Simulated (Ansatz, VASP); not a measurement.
## One calculation of CdTe, two programs

Contents of INCAR:

```
  PREC = Accurate
  ENCUT = 520
  EDIFF = 1E-7
  ISMEAR = 0
  SIGMA = 0.05
  LREAL = False
  LASPH = True
  NELM = 60
  ALGO = Normal
  ISIF = 2
  LWAVE = False
  LCHARG = False
  GGA = PE
  NBANDS = 16
```

File KPOINTS:

```
regular mesh
0
Gamma
  10 10 10
```

File POSCAR:

```
CdTe
1.0
    0.0000000000      3.1711377544      3.1711377544
    3.1711377544      0.0000000000      3.1711377544
    3.1711377544      3.1711377544      0.0000000000
Cd Te
1 1
Direct
    0.0000000000      0.0000000000      0.0000000000
    0.2500000000      0.2500000000      0.2500000000
```

Input for Ansatz:

```yaml
crystal:
  lattice:
    - [0.0, 3.1711377544, 3.1711377544]
    - [3.1711377544, 0.0, 3.1711377544]
    - [3.1711377544, 3.1711377544, 0.0]
  atoms:
    - { symbol: Cd, position: [0.0, 0.0, 0.0] }
    - { symbol: Te, position: [0.25, 0.25, 0.25] }
basis:
  ecutwfc: 420
  ecutrho_ratio: 4
kpoints:
  mp_grid: { grid: [10, 10, 10] }
hamiltonian:
  xc: pbe
scf:
  occupations: { method: gaussian, width: 0.05 }
output:
  forces: true
  stress: true
  eigenvalues: true
```

Alike in both runs: task single point; functional PBE; k mesh 10 × 10 × 10; occupations gaussian, width 0.05 eV; no spin polarisation.

|  | VASP | Ansatz |
| --- | --- | --- |
| version | VASP 6.6.1 | Ansatz 0.2.0 |
| potentials or method | VASP PAW PBE potentials, release 64 (Cd, Te) | scalar-relativistic, plane waves, PAW |
| plane-wave cutoff (eV) | 520 | 420 |
| valence electrons in the cell | 18 | 36 |

Ansatz gave:

- gap on the k mesh at the Fermi level (eV): 0.97
- least direct gap on the mesh (eV): 0.97
- pressure (GPa): 6.1

Q: Estimate VASP's values.

A: gap on the k mesh at the Fermi level (eV): 0.97; least direct gap on the mesh (eV): 0.97; pressure (GPa): 6.3.

The functional is the same, so the differences come from potentials, cutoffs and numerics. The two sets of potentials don't hold the same shells in valence.

Caveats: spin-orbit coupling is left out, which moves the levels of the heavy elements. PBE gaps usually lie below the measured ones, often by a third to a half.
